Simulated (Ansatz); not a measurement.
## N: from supercell energies to defect levels (N vacancy)

Level of theory: DFT PBE+D3(BJ), scalar-relativistic, plane waves, PAW (Ansatz 0.2.0). Run with 420 eV cutoff, 2×2×2 k-mesh, shifted by half a step, Gaussian smearing of 0.01 eV, collinear spin.

Host crystal, relaxed:

```
N
1.0
     4.09432    0.00000    0.00000
     0.00000    4.09432    0.00000
     0.00000    0.00000    5.32496
N
4
Direct
  0.90487 0.90487 0.00000
  0.59513 0.40487 0.50000
  0.09513 0.09513 0.00000
  0.40487 0.59513 0.50000
```

The N vacancy was set at (0.905, 0.905, 0.000) of the host cell, in a supercell of 32 sites (714 Å³), relaxed at fixed cell in each charge q. In charge -2 some atom moved by up to 0.5 Å, so the relaxed defect can differ in kind from the start: near the site, 1 N at 1.10 Å became 1 N at 1.61 Å (charge -2). The host's Kohn–Sham gap is 6.98 eV and its static dielectric constant 1.6 (mean). For each charge: the supercell's free energy over the neutral one with q electrons exchanged at the valence band top, F(q) − F(0) + qE_v; the image-charge term; and the term that aligns the potential far from the defect with the host's.

```json
{"q": "0", "F(q) − F(0) + qE_v (eV)": "0.000", "image charge (eV)": "0.000", "alignment (eV)": "0.000"}
{"q": "-1", "F(q) − F(0) + qE_v (eV)": "6.524", "image charge (eV)": "1.445", "alignment (eV)": "-0.314"}
{"q": "-2", "F(q) − F(0) + qE_v (eV)": "13.499", "image charge (eV)": "5.781", "alignment (eV)": "-1.936"}
```

Task: Add the terms and find the levels between neighbouring charges, ε(q/q′) = [A(q′) − A(q)]/(q − q′), with and without the two corrections.

Result: A(q): 0.000 eV for 0, 7.655 eV for -1, 17.344 eV for -2.
```json
{"level": "(0/-1)", "corrected (eV over E_v)": "7.65", "uncorrected (eV)": "6.52"}
{"level": "(-1/-2)", "corrected (eV over E_v)": "9.69", "uncorrected (eV)": "6.98"}
```

As a check, a point charge in a simple cubic cell of this volume has q²αe²/(2εL) = 1.418 q² eV (e² = 14.40 eV Å, α = 2.837, L = 8.94 Å); the shape of the real cell and the anisotropy of ε can change it somewhat. The term grows as q², so it pushes donor levels down and acceptor levels up. The program doubts the alignment for q = -1, -2, so levels beside it are uncertain by about that term.

Task: Which of these charges is lowest with the Fermi level at the valence band top, at mid-gap and at the conduction band bottom?

Result: The line A(q) + qE_F that lies lowest gives the charge: 0 at E_F = 0.00 eV, 0 at E_F = 3.49 eV, 0 at E_F = 6.98 eV. (0/-1) and (-1/-2) fall outside this Kohn–Sham gap, so the change of charge isn't reached within it; the real gap is usually wider and may hold a localised level, while a level that comes from a carrier in the host's bands only marks the band edge and moves with it. In charge -2 the cell has partly filled levels, from a carrier spread over the host's bands, a defect level that the small cell broadens into a band, or a degenerate defect level that the symmetric start can't split, so the levels beside it are doubtful. In charge -1 the extra carrier sits in the host's bands, sampled away from their edge; a term of -0.67 eV would put the level beside it at that edge (it also undoes corrections that don't apply to a spread carrier) and isn't included above. In charge -2 the extra carrier sits in the host's bands, sampled away from their edge; a term of -3.38 eV would put the level beside it at that edge (it also undoes corrections that don't apply to a spread carrier) and isn't included above. Charges beyond those computed could lie lower near the band edges.

Task: The neutral defect forms at 5.37 eV with atoms taken from and returned to the elements. What are the formation energies at those three Fermi levels, and what share of sites would hold the defect at 1200 K with E_F at mid-gap, if the host still stood at that temperature?

Result: E_f = E_f(0) + A(q) + qE_F = 5.37, 5.37, 5.37 eV. In the dilute limit the share is exp(−E_f/k_BT) = exp(−5.367/0.1034) = 2.9×10⁻²³, leaving out degeneracy and vibrational entropy. The small cell and the narrow Kohn–Sham gap leave errors of tenths of an eV or more, which change the share by orders of magnitude.